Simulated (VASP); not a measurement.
Here is a VASP 6.6.1 calculation.

The input INCAR:

```
ALGO = Normal ; AMIX = 0.2
AMIX_MAG = 0.8 ; BMIX = 1E-4
BMIX_MAG = 1E-4 ; EDIFF = 1E-6
ENCUT = 600 ; ISIF = 2
ISMEAR = 0 ; ISPIN = 2
LASPH = True ; LCHARG = False
LMAXMIX = 4 ; LMIXTAU = True
LORBIT = 11 ; LREAL = False
LWAVE = False ; MAGMOM = 5 0
METAGGA = R2SCAN ; NELM = 150
PREC = Accurate ; SIGMA = 0.03
```

Contents of KPOINTS:

```
k-points
0
Gamma
  14 14 14
```

The input POSCAR:

```
MnO
1.0
    0.0000000000      2.2230000000      2.2230000000
    2.2230000000      0.0000000000      2.2230000000
    2.2230000000      2.2230000000      0.0000000000
Mn O
1 1
Direct
    0.0000000000      0.0000000000      0.0000000000
    0.5000000000      0.5000000000      0.5000000000
```

Potentials or basis: VASP PAW PBE potentials, release 64 (Mn_pv, O).

Launch:

```console
$ cat potpaw_PBE.64/Mn_pv/POTCAR potpaw_PBE.64/O/POTCAR > POTCAR
$ mpirun -np 1 vasp_std > vasp.out
```

Problem. Estimate the pressure.

Solution. 0.4 GPa.

Problem. Predict the net moment.

Solution. 5.00 μB per cell.

Caveat: the PAW data sets were made with another functional, which shifts forces and pressure a little; a cell with one magnetic atom can't hold antiferromagnetic order, which such compounds often take.
